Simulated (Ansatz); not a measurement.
Ge in Ansatz: convergence with k mesh

Input of the first run (k mesh 2 × 2 × 2); the others differ in this setting and in those tied to it:

input.yaml

```yaml
crystal:
  lattice:
    - [0.0, 2.82891, 2.82891]
    - [2.82891, 0.0, 2.82891]
    - [2.82891, 2.82891, 0.0]
  atoms:
    - { symbol: Ge, position: [0.75, 0.75, 0.75] }
    - { symbol: Ge, position: [0.5, 0.5, 0.5] }
kpoints:
  mp_grid: { grid: [2, 2, 2] }
scf:
  occupations: { method: fermi_dirac, width: 0.05 }
hamiltonian:
  xc: lda
  pseudopotentials: { kind: all_electron, lapw: { basis_error: 0.001 } }
output:
  forces: true
  stress: true
  eigenvalues: true
```

Potentials or basis: all-electron LAPW, scalar-relativistic.

Run with:

```sh
$ ansatz run input.yaml --threads 1 --pin off --max-ram 3072MiB --backend cpu --events-out ev --progress --plain --runs-dir out
```

Hardware: 1 thread of Arm Neoverse V1, on a shared host.

Problem. The values tried are 2 × 2 × 2, 3 × 3 × 3, 4 × 4 × 4, 5 × 5 × 5, 6 × 6 × 6, 8 × 8 × 8, 10 × 10 × 10, 12 × 12 × 12, loosest first. From which on does the pressure stay within 0.1 GPa of the tightest run that finished?

Solution. From 8 × 8 × 8 on.

| k mesh | energy less the tightest run, at zero smearing (meV/atom) | pressure (GPa) | SCF cycles | CPU time (s) | peak memory (GiB) |
| --- | --- | --- | --- | --- | --- |
| 2 × 2 × 2 | 1486.58 | 14.08 | 8 | 1.9 | 0.23 |
| 3 × 3 × 3 | 396.64 | 1.76 | 6 | 1.9 | 0.23 |
| 4 × 4 × 4 | 134.50 | -0.13 | 6 | 2.7 | 0.23 |
| 5 × 5 × 5 | 53.37 | -0.92 | 6 | 3.2 | 0.23 |
| 6 × 6 × 6 | 23.24 | -1.13 | 6 | 4.6 | 0.25 |
| 8 × 8 × 8 | 5.35 | -1.25 | 6 | 7.6 | 0.28 |
| 10 × 10 × 10 | 1.22 | -1.27 | 6 | 12 | 0.32 |
| 12 × 12 × 12 | 0.00 | -1.27 | 6 | 18 | 0.38 |

Not settled before the last step: the energy (to 1 meV/atom). Meshes of other sizes hit other points, so gaps and Fermi surfaces needn't settle smoothly. The tightest run that finished is the yardstick and may itself not be fully converged.
